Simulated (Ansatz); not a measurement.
**Structure types of AlNi compared at 9.3 GPa**

Structure types of AlNi are relaxed in primitive cells with their symmetry kept at 9.3 GPa, on PAW files; LAPW relaxes the small cells further and takes the PAW cell for the others (marked *). The enthalpy is E + pV at zero temperature, without zero-point motion. Only the types listed were tried, and differences under about 5 meV/atom are mesh noise. The real phase may be another.

Computed with Ansatz 0.2.0; functional PBE, scalar-relativistic. Settings: Fermi–Dirac smearing of 0.05 eV, no spin polarisation. Methods: LAPW: all electrons, basis error target 0.5 meV/atom; PAW: frozen-core files, cutoff 420 eV.

k meshes: rocksalt 14×14×14, CsCl 14×14×14, WC 14×14×13, NiAs 11×11×6, zincblende 12×12×12.

Spin polarisation is left out, though a magnetic state may lie lower.

```tsv
start type	ends as	a, b, c (Å)	V (Å³/atom)	H − H(lowest), LAPW (meV/atom)
rocksalt	rocksalt, Fm-3m	4.743, 4.743, 4.743	13.34	?
CsCl	CsCl, Pm-3m	2.843, 2.843, 2.843	11.49	0.0
WC	distorted WC, P-6m2	2.695, 2.695, 3.774	11.87	210.0
NiAs*	NiAs, P6_3/mmc	3.521, 3.521, 4.954	13.29	442.3
zincblende	zincblende, F-43m	5.160, 5.160, 5.160	17.17	?
```

Task: Fill in "H − H(lowest), LAPW (meV/atom)" for the row "rocksalt".

Result: 743.6.

Task: Fill in "H − H(lowest), LAPW (meV/atom)" for the row "zincblende".

Result: 1502.9.

Task: Split the lead of CsCl over distorted WC into energy and pV.

Result: For distorted WC less CsCl: ΔE = +188.2 meV/atom, and p·ΔV = 9.3 GPa × +0.3770 Å³ × 6.242 meV/(GPa·Å³) = +21.9 meV/atom, together 210.1 meV/atom. CsCl wins on both counts.
